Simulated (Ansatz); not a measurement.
# 96-atom supercell of wurtzite BN, part 2 of 3

Ansatz 0.2.0, PAW. Earlier steps stand in the parts before.

### Step 3. Single point with HSE06

The input, in.yaml:

```yaml
crystal:
  lattice:
    - [7.622990, 0.000000, 0.000000]
    - [0.000000, 8.802271, 0.000000]
    - [0.000000, 0.000000, 8.406582]
  atoms:
    - { symbol: B, position: [0.000000, 0.166667, 0.000384] }
    - { symbol: B, position: [0.000000, 0.166667, 0.500384] }
    - { symbol: B, position: [0.333333, 0.166667, 0.000384] }
    - { symbol: B, position: [0.333333, 0.166667, 0.500384] }
    - { symbol: B, position: [0.166667, 0.416667, 0.000384] }
    - { symbol: B, position: [0.166667, 0.416667, 0.500384] }
    - { symbol: B, position: [0.000000, 0.666667, 0.000384] }
    - { symbol: B, position: [0.000000, 0.666667, 0.500384] }
    - { symbol: B, position: [0.666667, 0.166667, 0.000384] }
    - { symbol: B, position: [0.666667, 0.166667, 0.500384] }
    - { symbol: B, position: [0.500000, 0.416667, 0.000384] }
    - { symbol: B, position: [0.500000, 0.416667, 0.500384] }
    - { symbol: B, position: [0.333333, 0.666667, 0.000384] }
    - { symbol: B, position: [0.333333, 0.666667, 0.500384] }
    - { symbol: B, position: [0.166667, 0.916667, 0.000384] }
    - { symbol: B, position: [0.166667, 0.916667, 0.500384] }
    - { symbol: B, position: [0.833333, 0.416667, 0.000384] }
    - { symbol: B, position: [0.833333, 0.416667, 0.500384] }
    - { symbol: B, position: [0.666667, 0.666667, 0.000384] }
    - { symbol: B, position: [0.666667, 0.666667, 0.500384] }
    - { symbol: B, position: [0.500000, 0.916667, 0.000384] }
    - { symbol: B, position: [0.500000, 0.916667, 0.500384] }
    - { symbol: B, position: [0.833333, 0.916667, 0.000384] }
    - { symbol: B, position: [0.833333, 0.916667, 0.500384] }
    - { symbol: B, position: [0.166667, 0.083333, 0.250384] }
    - { symbol: B, position: [0.166667, 0.083333, 0.750384] }
    - { symbol: B, position: [0.000000, 0.333333, 0.250384] }
    - { symbol: B, position: [0.000000, 0.333333, 0.750384] }
    - { symbol: B, position: [0.500000, 0.083333, 0.250384] }
    - { symbol: B, position: [0.500000, 0.083333, 0.750384] }
    - { symbol: B, position: [0.333333, 0.333333, 0.250384] }
    - { symbol: B, position: [0.333333, 0.333333, 0.750384] }
    - { symbol: B, position: [0.166667, 0.583333, 0.250384] }
    - { symbol: B, position: [0.166667, 0.583333, 0.750384] }
    - { symbol: B, position: [0.000000, 0.833333, 0.250384] }
    - { symbol: B, position: [0.000000, 0.833333, 0.750384] }
    - { symbol: B, position: [0.833333, 0.083333, 0.250384] }
    - { symbol: B, position: [0.833333, 0.083333, 0.750384] }
    - { symbol: B, position: [0.666667, 0.333333, 0.250384] }
    - { symbol: B, position: [0.666667, 0.333333, 0.750384] }
    - { symbol: B, position: [0.500000, 0.583333, 0.250384] }
    - { symbol: B, position: [0.500000, 0.583333, 0.750384] }
    - { symbol: B, position: [0.333333, 0.833333, 0.250384] }
    - { symbol: B, position: [0.333333, 0.833333, 0.750384] }
    - { symbol: B, position: [0.833333, 0.583333, 0.250384] }
    - { symbol: B, position: [0.833333, 0.583333, 0.750384] }
    - { symbol: B, position: [0.666667, 0.833333, 0.250384] }
    - { symbol: B, position: [0.666667, 0.833333, 0.750384] }
    - { symbol: N, position: [0.000000, 0.166667, 0.187616] }
    - { symbol: N, position: [0.000000, 0.166667, 0.687616] }
    - { symbol: N, position: [0.333333, 0.166667, 0.187616] }
    - { symbol: N, position: [0.333333, 0.166667, 0.687616] }
    - { symbol: N, position: [0.166667, 0.416667, 0.187616] }
    - { symbol: N, position: [0.166667, 0.416667, 0.687616] }
    - { symbol: N, position: [0.000000, 0.666667, 0.187616] }
    - { symbol: N, position: [0.000000, 0.666667, 0.687616] }
    - { symbol: N, position: [0.666667, 0.166667, 0.187616] }
    - { symbol: N, position: [0.666667, 0.166667, 0.687616] }
    - { symbol: N, position: [0.500000, 0.416667, 0.187616] }
    - { symbol: N, position: [0.500000, 0.416667, 0.687616] }
    - { symbol: N, position: [0.333333, 0.666667, 0.187616] }
    - { symbol: N, position: [0.333333, 0.666667, 0.687616] }
    - { symbol: N, position: [0.166667, 0.916667, 0.187616] }
    - { symbol: N, position: [0.166667, 0.916667, 0.687616] }
    - { symbol: N, position: [0.833333, 0.416667, 0.187616] }
    - { symbol: N, position: [0.833333, 0.416667, 0.687616] }
    - { symbol: N, position: [0.666667, 0.666667, 0.187616] }
    - { symbol: N, position: [0.666667, 0.666667, 0.687616] }
    - { symbol: N, position: [0.500000, 0.916667, 0.187616] }
    - { symbol: N, position: [0.500000, 0.916667, 0.687616] }
    - { symbol: N, position: [0.833333, 0.916667, 0.187616] }
    - { symbol: N, position: [0.833333, 0.916667, 0.687616] }
    - { symbol: N, position: [0.166667, 0.083333, 0.437616] }
    - { symbol: N, position: [0.166667, 0.083333, 0.937616] }
    - { symbol: N, position: [0.000000, 0.333333, 0.437616] }
    - { symbol: N, position: [0.000000, 0.333333, 0.937616] }
    - { symbol: N, position: [0.500000, 0.083333, 0.437616] }
    - { symbol: N, position: [0.500000, 0.083333, 0.937616] }
    - { symbol: N, position: [0.333333, 0.333333, 0.437616] }
    - { symbol: N, position: [0.333333, 0.333333, 0.937616] }
    - { symbol: N, position: [0.166667, 0.583333, 0.437616] }
    - { symbol: N, position: [0.166667, 0.583333, 0.937616] }
    - { symbol: N, position: [0.000000, 0.833333, 0.437616] }
    - { symbol: N, position: [0.000000, 0.833333, 0.937616] }
    - { symbol: N, position: [0.833333, 0.083333, 0.437616] }
    - { symbol: N, position: [0.833333, 0.083333, 0.937616] }
    - { symbol: N, position: [0.666667, 0.333333, 0.437616] }
    - { symbol: N, position: [0.666667, 0.333333, 0.937616] }
    - { symbol: N, position: [0.500000, 0.583333, 0.437616] }
    - { symbol: N, position: [0.500000, 0.583333, 0.937616] }
    - { symbol: N, position: [0.333333, 0.833333, 0.437616] }
    - { symbol: N, position: [0.333333, 0.833333, 0.937616] }
    - { symbol: N, position: [0.833333, 0.583333, 0.437616] }
    - { symbol: N, position: [0.833333, 0.583333, 0.937616] }
    - { symbol: N, position: [0.666667, 0.833333, 0.437616] }
    - { symbol: N, position: [0.666667, 0.833333, 0.937616] }
  symmetry: { detect: false }
kpoints:
  mp_grid: { grid: [1, 1, 1], shift: [0.25, 0.25, 0.25] }
hamiltonian:
  xc: hse06
scf:
  occupations: { method: fermi_dirac, width: 0.01 }
output:
  forces: true
  eigenvalues: true
  populations: true
  eigenstates: { kpoints: [[0.25, 0.25, 0.25]], e_range: [-6.0, 6.0], localisation: true }
```

Run with:

```sh
$ ansatz run in.yaml --threads 8 --pin off --max-ram 17100MiB --runs-dir r --events-out ev --progress --plain
```

What it wrote:

```text
Pseudopotentials: kind: paw
Functional definition: HSE06
  parameter a = 0.25
  parameter omega = 0.11/bohr
  exchange = pbe_x - a*pbe_x_sr(omega) + a*exact_x_sr(omega)
  correlation = pbe_c
Crystal: 96 atoms, lattice volume = 564.078 Å³
Basis set: ecut = 420 eV, 11009 PW (Γ), exchange–correlation on 108×120×120 points (8 copies of the dense FFT grid, shifted against one another)
Bands: 288, of which v1, the nominal top of the filled ones, is band 192 counted from 1 (191 counted from 0)
Symmetry: 1 space group operations
k-points: 1
Non-local potential: B, projectors of the file, l = 0: 2, l = 1: 2, l = 2: 1
Non-local potential: N, projectors of the file, l = 0: 2, l = 1: 2, l = 2: 1
PAW form: soft (Blöchl's): semilocal exchange-correlation on the pseudo side does not see the compensation charge
PAW frozen core: B, regenerated for the run's functional, and the local potential with it (the file was generated under x = pbe(κ = 0.804, μ = 0.2195149727645171), c = pbe(β = 0.06672455060314922))
PAW frozen core: N, regenerated for the run's functional, and the local potential with it (the file was generated under x = pbe(κ = 0.804, μ = 0.2195149727645171), c = pbe(β = 0.06672455060314922))
PAW one-centre angular grid: B, 110 points (default); XC on 64 Gauss nodes
PAW one-centre angular grid: N, 110 points (default); XC on 64 Gauss nodes
Initial density: superposition of atomic densities (neutral atoms: chi_scale 0, normalization atom), corrected by the library's trained network
Initial wavefunctions: pseudopotential atomic-orbital guess
Functional: x = pbe(κ = 0.804, μ = 0.2195149727645171), c = pbe(β = 0.06672455060314922), warm-up for x = pbe(κ = 0.804, μ = 0.2195149727645171) + 0.25 (exact − pbe) at short range (hse, ω = 0.20786987370883472 Å⁻¹), c = pbe(β = 0.06672455060314922); HSE06 as pw.x's `hse` composes it (authors' and Libxc's form: `xc: wpbeh`)
SCF iter   1: F=—  HF=-26027.460792 eV  |F-HF|=—  |Δ(HF+E_count)|=         —  Δρ=3.12e-3  dr2=2.85e-2  ethr=1.77e-3  ⟨swp⟩=12.0  Hψ=1476  notcnv=0
preconditioner: auto → none  [insulator: Δε(μ)=6.407 eV  Ē_g=17.645 eV  σ=0.010 eV  W_gap=1.00  n_scr=154 (ndim 8)  ℏωp=30.6 eV  f_vac=0.000  D(μ)=0.00/eV (n_scr^D=0)]
iter 2 solved again at ethr=4.64e-7 eV; its pass at ethr=7.43e-6 eV (dr2=1.78e-3 eV) is discarded
SCF iter   2: F=-26027.469708 eV  HF=-26027.465726 eV  |F-HF|=3.98e-3  |Δ(HF+E_count)|=   4.93e-3  Δρ=9.80e-4  dr2=1.77e-3  ethr=4.64e-7  ⟨swp⟩=16.0  Hψ=1628  notcnv=0  defer=5
SCF 1 stopped early in 2 iterations: F = -26027.469708 eV  dr2 = 1.77e-3
Initial density: handed on by an earlier stage of this run
Initial wavefunctions: those handed on with the density
Functional: x = pbe(κ = 0.804, μ = 0.2195149727645171) + 0.25 (exact − pbe) at short range (hse, ω = 0.20786987370883472 Å⁻¹), c = pbe(β = 0.06672455060314922); HSE06 as pw.x's `hse` composes it (authors' and Libxc's form: `xc: wpbeh`)
Exchange kernel: α = 0.2500, screened, ω = 0.2079 Å⁻¹, Wigner–Seitz truncation, v(0) = 796.5775 eV·Å³, q-mesh 1×1×1, nearest image of the exchange supercell L = 7.62 Å, pair-density grid 36×45×45, without the augmentation charges, whose exchange is taken in its separable form (sized by the pseudopotential files, 50×60×60 at the most), smooth part of the exchange summed in real space on grids 50×60 [...]
Frozen-core exchange: fock
SCF iter   1: F=—  HF=-26036.161529 eV  |F-HF|=—  |Δ(HF+E_count)|=         —  Δρ=9.19e-3  dr2=2.24e-1  ethr=4.62e-6  ⟨swp⟩=10.0  Hψ=1487  notcnv=0
preconditioner: auto → none  [insulator: Δε(μ)=7.815 eV  Ē_g=20.064 eV  σ=0.010 eV  W_gap=1.00  n_scr=154 (ndim 8)  ℏωp=30.6 eV  f_vac=0.000  D(μ)=0.00/eV (n_scr^D=0)]
SCF iter   2: F=—  HF=-26036.074591 eV  |F-HF|=—  |Δ(HF+E_count)|=   8.69e-2  Δρ=4.17e-3  dr2=4.05e-2  ethr=4.62e-6  ⟨swp⟩=4.0  Hψ=889  notcnv=0
[... 3 lines of SCF cycles left out ...]
SCF iter   6: F=—  HF=-26036.168556 eV  |F-HF|=—  |Δ(HF+E_count)|=   7.75e-4  Δρ=1.08e-4  dr2=5.73e-5  ethr=4.50e-9  ⟨swp⟩=5.0  Hψ=919  notcnv=0
SCF iter   7: F=-26036.168529 eV  HF=-26036.168537 eV  |F-HF|=8.44e-6  |Δ(HF+E_count)|=   1.86e-5  Δρ=1.53e-5  dr2=5.51e-6  ethr=4.50e-9  ⟨swp⟩=3.0  Hψ=672  notcnv=0
SCF 2 stopped early in 7 iterations: F = -26036.168529 eV  dr2 = 5.51e-6
  Residual-converged pass: ⟨swp⟩=3.0  Hψ=672  notcnv=0  max |occ|·‖R‖ = 3.2e-6 eV (tolerance 6.7e-6 eV)  dr2=5.44e-6  dr2_onsite=4.18e-8  max |Δocc| = 0.0e0
hybrid outer 1: dexx = +1.086e-1 eV, tail = 7.16e-5 eV
SCF iter   1: F=—  HF=-26036.167031 eV  |F-HF|=—  |Δ(HF+E_count)|=         —  Δρ=3.52e-5  dr2=3.53e-6  ethr=9.32e-8  ⟨swp⟩=10.0  Hψ=791  notcnv=0
preconditioner: auto → none  [insulator: Δε(μ)=7.850 eV  Ē_g=20.068 eV  σ=0.010 eV  W_gap=1.00  n_scr=154 (ndim 8)  ℏωp=30.6 eV  f_vac=0.000  D(μ)=0.00/eV (n_scr^D=0)]
SCF iter   2: F=—  HF=-26036.167031 eV  |F-HF|=—  |Δ(HF+E_count)|=   5.66e-7  Δρ=9.98e-6  dr2=1.97e-7  ethr=7.79e-10  ⟨swp⟩=3.0  Hψ=660  notcnv=0
SCF iter   3: F=—  HF=-26036.167032 eV  |F-HF|=—  |Δ(HF+E_count)|=   8.97e-7  Δρ=4.06e-6  dr2=1.78e-7  ethr=2.70e-11  ⟨swp⟩=8.0  Hψ=880  notcnv=0  defer=4
SCF iter   4: F=—  HF=-26036.167032 eV  |F-HF|=—  |Δ(HF+E_count)|=   2.95e-8  Δρ=2.21e-6  dr2=6.62e-8  ethr=2.70e-11  ⟨swp⟩=4.0  Hψ=617  notcnv=0
SCF iter   5: F=-26036.167032 eV  HF=-26036.167032 eV  |F-HF|=2.12e-9  |Δ(HF+E_count)|=   1.70e-8  Δρ=6.07e-7  dr2=2.96e-9  ethr=1.64e-11  ⟨swp⟩=3.0  Hψ=505  notcnv=0
SCF 3 converged in 5 iterations: F = -26036.167032 eV  dr2 = 2.96e-9
  Residual-converged pass: ⟨swp⟩=2.0  Hψ=480  notcnv=0  max |occ|·‖R‖ = 2.5e-6 eV (tolerance 3.1e-6 eV)  dr2=2.78e-9  dr2_onsite=4.00e-11  max |Δocc| = 0.0e0
hybrid outer 2: dexx = +9.303e-7 eV, tail = 1.22e-8 eV, Δε = 7.64e-4 eV (about 1.05e-5 eV left of the loop's levels), ΔF = 9.50e-4 eV/Å (tail 2.15e-4)
NSCF: frozen V_eff on 1 k-points
hybrid SCF converged: 2 outer / 12 inner (+2 warm-up), last move |dexx| = 9.30e-7 eV, tail = 1.22e-8 eV
Stability not checked: this state was not tested for a lower state beside it, because the functional holds exact exchange (a hybrid, or Hartree-Fock), whose exchange loop this test does not read (fock_operator; see scf.lower_state_search)
Free energy (F): -26036.167032 eV
Harris-Foulkes:  -26036.167032 eV  (|F-HF|=2.12e-9)
Internal energy: -26036.167032 eV  (E = F + TS)
E sigma→0 (E₀):  -26036.167032 eV
Fermi energy:    14.125634 eV
--- Per-component energies (eV) ---
  E_band       = 682.785282
  E_kinetic    = 8927.021172
  E_local      = -8383.370920  (includes V_loc(G=0)·N_el)
  E_nonlocal   = 2667.634031
  E_hartree    = 2370.952906
  E_xc         = -3636.403533
  E_vxc        = -4478.222694  (∫ρ·V_xc dr)
  E_exx        = -940.138414  (= α·E_x^exact, valence–valence)
  E_paw        = -9830.163498  (= ΣΔE_a)
  E_vpaw       = -911.911173  (= ΣTr[D̂ρ^β])
  E_aug_tail   = 0.004882  (compensation charges beyond the density's cutoff)
  E_ewald      = -17210.037912
  E_core_change = -1.665752  (= ΣΔE_core)
  E_smearing   = -0.000000  (= −TS)
  E_closure    = 0.000008  (closes the sum)
  Σ components = -26036.167032   (vs F -26036.167032, Δ=0.00e0)
--- Forces (eV/Å), atoms counted from 1 ---
  atom   1  B      0.01030837     0.00289995    -0.01888715
  atom   2  B      0.01030708     0.00290036    -0.01888090
  atom   3  B      0.01038672     0.00291165    -0.01888039
  atom   4  B      0.01038665     0.00290987    -0.01886968
  atom   5  B      0.01023414     0.00288334    -0.01889638
  atom   6  B      0.01023360     0.00288213    -0.01888547
  atom   7  B      0.01030737     0.00288294    -0.01888659
  atom   8  B      0.01030680     0.00288578    -0.01887523
  atom   9  B      0.01023474     0.00291541    -0.01887726
  atom  10  B      0.01023453     0.00291566    -0.01887042
  atom  11  B      0.01031088     0.00287340    -0.01890444
  atom  12  B      0.01031214     0.00286915    -0.01889498
  atom  13  B      0.01038622     0.00289480    -0.01887518
  atom  14  B      0.01038817     0.00289940    -0.01886637
  atom  15  B      0.01023183     0.00285620    -0.01888489
  atom  16  B      0.01023487     0.00285705    -0.01887885
  atom  17  B      0.01038146     0.00288516    -0.01889453
  atom  18  B      0.01038195     0.00288206    -0.01888616
  atom  19  B      0.01023489     0.00289808    -0.01887364
  atom  20  B      0.01023471     0.00289901    -0.01886303
  atom  21  B      0.01031201     0.00284616    -0.01889298
  atom  22  B      0.01031401     0.00284719    -0.01888598
  atom  23  B      0.01038249     0.00285950    -0.01888502
  atom  24  B      0.01038414     0.00285868    -0.01887427
  atom  25  B     -0.00783635    -0.00269156    -0.01931464
  atom  26  B     -0.00783454    -0.00269062    -0.01931285
  atom  27  B     -0.00776172    -0.00270569    -0.01931077
  atom  28  B     -0.00776067    -0.00270416    -0.01931064
  atom  29  B     -0.00775735    -0.00268002    -0.01932153
  atom  30  B     -0.00775783    -0.00267961    -0.01932249
  atom  31  B     -0.00768323    -0.00271969    -0.01930545
  atom  32  B     -0.00768183    -0.00271582    -0.01930497
  atom  33  B     -0.00783709    -0.00268958    -0.01932193
  atom  34  B     -0.00783433    -0.00269115    -0.01931924
  atom  35  B     -0.00775999    -0.00271944    -0.01931046
  atom  36  B     -0.00776250    -0.00271995    -0.01931004
  atom  37  B     -0.00768659    -0.00269228    -0.01931543
  atom  38  B     -0.00768487    -0.00269432    -0.01931110
  atom  39  B     -0.00783477    -0.00271984    -0.01929992
  atom  40  B     -0.00783230    -0.00271587    -0.01930123
  atom  41  B     -0.00775760    -0.00267978    -0.01932948
  atom  42  B     -0.00775846    -0.00268048    -0.01932701
  atom  43  B     -0.00768360    -0.00273312    -0.01930445
  atom  44  B     -0.00768152    -0.00273262    -0.01930127
  atom  45  B     -0.00768473    -0.00269349    -0.01931924
  atom  46  B     -0.00768507    -0.00269401    -0.01931715
  atom  47  B     -0.00783549    -0.00273320    -0.01930197
  atom  48  B     -0.00783445    -0.00273327    -0.01929833
  atom  49  N      0.00785438     0.00328247     0.01924195
  atom  50  N      0.00785771     0.00328450     0.01923363
  atom  51  N      0.00794724     0.00332118     0.01921108
  atom  52  N      0.00794936     0.00332302     0.01921038
  atom  53  N      0.00777143     0.00336441     0.01922431
  atom  54  N      0.00777356     0.00336481     0.01922140
  atom  55  N      0.00785946     0.00322396     0.01923141
  atom  56  N      0.00785621     0.00321599     0.01922740
  atom  57  N      0.00776036     0.00332289     0.01921393
  atom  58  N      0.00776870     0.00332629     0.01921110
  atom  59  N      0.00784941     0.00332130     0.01923649
  atom  60  N      0.00785848     0.00332752     0.01922821
  atom  61  N      0.00794725     0.00325762     0.01921075
  atom  62  N      0.00795035     0.00326503     0.01920216
  atom  63  N      0.00776857     0.00332586     0.01922093
  atom  64  N      0.00777919     0.00332475     0.01921191
  atom  65  N      0.00795024     0.00336533     0.01922971
  atom  66  N      0.00795042     0.00336699     0.01921434
  atom  67  N      0.00776669     0.00326022     0.01921142
  atom  68  N      0.00776556     0.00326680     0.01920467
  atom  69  N      0.00785579     0.00328739     0.01923055
  atom  70  N      0.00785865     0.00328907     0.01922147
  atom  71  N      0.00794500     0.00333256     0.01921890
  atom  72  N      0.00794589     0.00332958     0.01921603
  atom  73  N     -0.01050078    -0.00350951     0.01898701
  atom  74  N     -0.01050035    -0.00351167     0.01898880
  atom  75  N     -0.01040606    -0.00340881     0.01898216
  atom  76  N     -0.01040992    -0.00341052     0.01899462
  atom  77  N     -0.01040534    -0.00346896     0.01901014
  atom  78  N     -0.01040321    -0.00347256     0.01900955
  atom  79  N     -0.01032071    -0.00346161     0.01896785
  atom  80  N     -0.01032239    -0.00344854     0.01897591
  atom  81  N     -0.01049504    -0.00355179     0.01898323
  atom  82  N     -0.01049728    -0.00356319     0.01898235
  atom  83  N     -0.01040227    -0.00346921     0.01898980
  atom  84  N     -0.01041118    -0.00346463     0.01899077
  atom  85  N     -0.01031526    -0.00350816     0.01898602
  atom  86  N     -0.01031131    -0.00350532     0.01899359
  atom  87  N     -0.01049534    -0.00345007     0.01897138
  atom  88  N     -0.01049713    -0.00345223     0.01897840
  atom  89  N     -0.01040613    -0.00351873     0.01900623
  atom  90  N     -0.01040573    -0.00351437     0.01901058
  atom  91  N     -0.01031438    -0.00350162     0.01896768
  atom  92  N     -0.01032475    -0.00350005     0.01898799
  atom  93  N     -0.01030411    -0.00355258     0.01898640
  atom  94  N     -0.01030785    -0.00355810     0.01898866
  atom  95  N     -0.01048397    -0.00350948     0.01897346
  atom  96  N     -0.01049874    -0.00350140     0.01898479
  max |Σ_I F_I| component: 3.20e-4 eV/Å
--- Band table (eV) ---
  k-point 0: bands = [... 180 lower levels ..., "8.4085", "8.4900", "8.7179", "8.9539", "8.9884", "9.1963", "9.1989", "9.2977", "9.3667", "9.4276", "9.8519", "10.2036", "18.0535", "18.0557", "18.6207", "18.8826", "18.9545", "19.0698", "19.2796", "19.3187", "19.3720", "19.4839", "19.5276", "19.5365", ... 84 higher levels ...]
--- Löwdin populations: 96 sites ---
  site symbol       q [e]
     0      B      2.6538
     1      B      2.6538
     2      B      2.6538
     3      B      2.6538
     4      B      2.6538
     5      B      2.6538
     6      B      2.6538
     7      B      2.6538
     8      B      2.6538
     9      B      2.6538
    10      B      2.6538
    11      B      2.6538
    12      B      2.6538
    13      B      2.6538
    14      B      2.6538
    15      B      2.6538
    16      B      2.6538
    17      B      2.6538
    18      B      2.6538
    19      B      2.6538
    20      B      2.6538
    21      B      2.6538
    22      B      2.6538
    23      B      2.6538
    24      B      2.6538
    25      B      2.6538
    26      B      2.6538
    27      B      2.6538
    28      B      2.6538
    29      B      2.6538
    30      B      2.6538
    31      B      2.6538
    32      B      2.6538
    33      B      2.6538
    34      B      2.6538
    35      B      2.6538
    36      B      2.6538
    37      B      2.6538
    38      B      2.6538
    39      B      2.6538
    40      B      2.6538
    41      B      2.6538
    42      B      2.6538
    43      B      2.6538
    44      B      2.6538
    45      B      2.6538
    46      B      2.6538
    47      B      2.6538
    48      N      5.3154
    49      N      5.3154
    50      N      5.3154
    51      N      5.3154
    52      N      5.3154
    53      N      5.3154
    54      N      5.3154
    55      N      5.3154
    56      N      5.3154
    57      N      5.3154
    58      N      5.3154
    59      N      5.3154
    60      N      5.3154
    61      N      5.3154
    62      N      5.3154
    63      N      5.3154
    64      N      5.3154
    65      N      5.3154
    66      N      5.3154
    67      N      5.3154
    68      N      5.3154
    69      N      5.3154
    70      N      5.3154
    71      N      5.3154
    72      N      5.3154
    73      N      5.3154
    74      N      5.3154
    75      N      5.3154
    76      N      5.3154
    77      N      5.3154
    78      N      5.3154
    79      N      5.3154
    80      N      5.3154
    81      N      5.3154
    82      N      5.3154
    83      N      5.3154
    84      N      5.3154
    85      N      5.3154
    86      N      5.3154
    87      N      5.3154
    88      N      5.3154
    89      N      5.3154
    90      N      5.3154
    91      N      5.3154
    92      N      5.3154
    93      N      5.3154
    94      N      5.3154
    95      N      5.3154
  spilling = 0.003849 (of n_electrons = 384.000000)
```

Wall time 2.5 min (8 threads of Arm Neoverse-V1, shared host); peak memory 3.2 GiB.

Top filled level 10.204 eV, lowest empty level 18.054 eV: 7.85 eV apart at the single k point (¼, ¼, ¼).

Frontier states and how far they spread:

| level (eV) | spin | filling | atoms sharing it | main element | its share | largest atom |
| --- | --- | --- | --- | --- | --- | --- |
| -0.35 | both | 2.00 | 73.5 | N | 0.78 | – |
| 0.00 | both | 2.00 | 71.9 | N | 0.79 | – |
| 7.85 | both | 0.00 | 94.8 | B | 0.56 | – |
| 7.85 | both | 0.00 | 94.6 | B | 0.56 | – |
| 8.42 | both | 0.00 | 82.3 | B | 0.58 | – |

(Continued in part 3 of 3.)
